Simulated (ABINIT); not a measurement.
WC (Qusongite) in ABINIT: the effect of target pressure

The system is WC (Qusongite).

```xyz
2
Lattice="2.9065 0.0000 0.0000 -1.4532 2.5171 0.0000 0.0000 0.0000 2.8366" Properties=species:S:1:pos:R:3 pbc="T T T"
W     0.0000    0.0000    0.0000
C     1.4533    0.8390    1.4183
```

Alike in all runs:

- Program: ABINIT 10.8.3 (patched build)
- Task: relaxation of cell and atoms
- Functional: PBE
- Potentials or basis: JTH PAW PBE v2.0
- Cutoff: 517 eV
- k mesh: 10 × 10 × 9
- Occupations: fermi-dirac, width 0.05 eV
- Spin: no spin polarisation

Each run relaxes the cell or the atoms first.

```csv
target pressure,relaxed volume (Å³/atom)
0 GPa,?
5 GPa,10.42
10 GPa,10.29
20 GPa,10.06
30 GPa,9.86
```

Q: What does the run with target pressure 0 GPa give?

A: Relaxed volume 10.55 Å³/atom.

Worked out: In Murnaghan's law V^(-B') rises as a straight line in P. The other rows fit best with B' = 5.7, V0 = 10.56 Å³/atom and B0 = 357 GPa, which gives 10.56 Å³/atom at 0 GPa, against the run's 10.55.
